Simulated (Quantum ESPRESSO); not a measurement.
Br under changes of volume

One of the cells (33.988 Å³/atom); the others are scaled copies at fixed shape and fractional positions:

```
Br
1.0
     3.36325   -2.32255    0.00000
     3.36325    2.32255    0.00000
     0.00000    0.00000    8.70230
Br
4
Direct
  0.36510 0.63490 0.39010
  0.13490 0.86510 0.89010
  0.63490 0.36510 0.60990
  0.86510 0.13490 0.10990
```

* Program: Quantum ESPRESSO 7.5
* Functional: PBE
* Potentials or basis: SSSP 1.3 efficiency PBE
* Cutoff: 748 eV
* Density cutoff: 5987 eV
* k mesh: 7 × 7 × 3
* Occupations: fermi-dirac, width 0.05 eV
* Spin: no spin polarisation

```csv
volume (Å³/atom),energy over the lowest point (meV/atom),pressure (GPa),gap on the mesh (eV),largest force (eV/Å)
31.949,53.36,4.3,2.09,1.769
32.629,37.04,3.4,2.02,1.482
33.308,24.13,2.7,1.96,1.216
33.988,14.27,2.0,1.89,0.969
34.668,?,?,?,?
35.348,2.47,0.8,1.77,0.529
36.028,0.00,0.3,1.72,0.335
```

What does the run at 34.668 Å³/atom give?

Energy over the lowest point 7.15 meV/atom; pressure 1.4 GPa; gap on the mesh 1.83 eV; largest force 0.740 eV/Å.

Worked out: A Birch-Murnaghan fit of order 3 (a polynomial in V^(-2/3)) to the other rows has its minimum at 36.54 Å³/atom, just outside them, with B0 = V·E''(V) = 23 GPa and B' = 4.8 at fixed shape and positions, which overstates the stiffness. It gives 7.14 meV/atom at 34.668 Å³/atom, against the run's 7.15, and -dE/dV = 1.4 GPa, against 1.4. A straight line through the other rows of the gap, of slope -3.1 eV per unit of ln V, gives 1.83 eV, against the run's 1.83.

Energies are extrapolated to zero smearing.

Caveats: an odd mesh through Γ misses points on the zone boundary, where band edges often lie; forces of over 1 eV/Å show positions far from the minimum, so gaps and moduli don't describe the material at rest (some runs). Spin-orbit coupling on Br is left out.
